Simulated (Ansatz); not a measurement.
# BN: properties at the relaxed cell

An exercise on one series of results from a longer session: the logs are not shown, and one member is left open.

The COD entry's cell or inner coordinates are ideal or old and differ from later refinements, so a difference from it is no clean test against experiment.

Computed with Ansatz 0.2.0 (DFT PBE+D3(BJ), scalar-relativistic, plane waves, PAW, unless a step's input says otherwise).

1 further run of the same task is left out (set aside as unsound or not needed).

## The structure to begin with

It takes space group P6_3/mmc (No. 194, hexagonal). The conventional cell has a = 2.506 Å, b = 2.506 Å, c = 6.614 Å, α = 90.00°, β = 90.00°, γ = 120.00°. Around B (site symmetry -6m2) lie 3 N at 1.45 Å. N (site symmetry -6m2) has 3 B at 1.45 Å as nearest neighbours.

Structure file:

```xyz
4
Lattice="2.5064 0.0000 0.0000 -1.2532 2.1706 0.0000 0.0000 0.0000 6.6141" Properties=species:S:1:pos:R:3 pbc="T T T"
B     0.0000    1.4471    1.6535
B     1.2532    0.7235    4.9606
N     0.0000    1.4471    4.9606
N     1.2532    0.7235    1.6535
```

This cell was relaxed beforehand with the same method: volume 9.00 Å³/atom, gap on the mesh 4.27 eV.

The first run:

input.yaml

```yaml
crystal:
  lattice:
    - [2.5064254169, 0.0, 0.0]
    - [-1.2532127085, 2.1706280837, 0.0]
    - [0.0, 0.0, 6.6141240277]
  atoms:
    - { symbol: B, position: [0.3333333333, 0.6666666667, 0.25] }
    - { symbol: B, position: [0.6666666667, 0.3333333333, 0.75] }
    - { symbol: "N", position: [0.3333333333, 0.6666666667, 0.75] }
    - { symbol: "N", position: [0.6666666667, 0.3333333333, 0.25] }
basis:
  ecutwfc: 420
kpoints:
  mp_grid: { grid: [12, 12, 4] }
  band_path:
    path:
      - [[0.0, 0.0, 0.0], [0.5, 0.0, 0.0], [0.33333333, 0.33333333, 0.0], [0.0, 0.0, 0.0], [0.0, 0.0, 0.5], [0.5, 0.0, 0.5], [0.33333333, 0.33333333, 0.5], [0.0, 0.0, 0.5]]
      - [[0.5, 0.0, 0.5], [0.5, 0.0, 0.0]]
      - [[0.33333333, 0.33333333, 0.5], [0.33333333, 0.33333333, 0.0]]
    npoints: 14
hamiltonian:
  xc: pbe
  dispersion: d3bj
scf:
  occupations: { method: gaussian, width: 0.02 }
  n_extra_bands: 10
output:
  forces: true
  stress: true
  eigenvalues: true
  populations: true
  dos: { projected: true, de: 0.02, nscf_kmesh: { grid: [18, 18, 6] } }
  bader: true
  write_density: true
  write_potential: true
  elf: true
  volumetric_format: npy
```

Launch:

```bash
ansatz run input.yaml --threads 1 --pin off --max-ram 2560MiB --backend cpu --events-out ev --progress --plain --runs-dir out
```

Steps of the session up to this table: Electronic structure at the relaxed geometry; Relaxing with PBEsol; Relaxing with LDA; Relaxing with PBE.

One table of the session follows, with a row left open; its other results are not shown here.

It belongs to the step «Relaxed cells side by side». 

```
functional  a (Å)  b (Å)  c (Å)  volume (Å³/atom)  gap on the mesh (eV)
PBE+D3(BJ)  2.506  2.506  6.614              9.00                  4.27
    PBEsol  2.504  2.504  7.015              9.53                  4.27
       LDA      ?      ?      ?                 ?                     ?
       PBE  2.512  2.512  8.371             11.44                  4.39
```

**Question.** Estimate the row for LDA.

**Answer.** a (Å): 2.489; b (Å): 2.489; c (Å): 6.496; volume (Å³/atom): 8.71; gap on the mesh (eV): 4.07. In the column «a (Å)» it is the lowest.
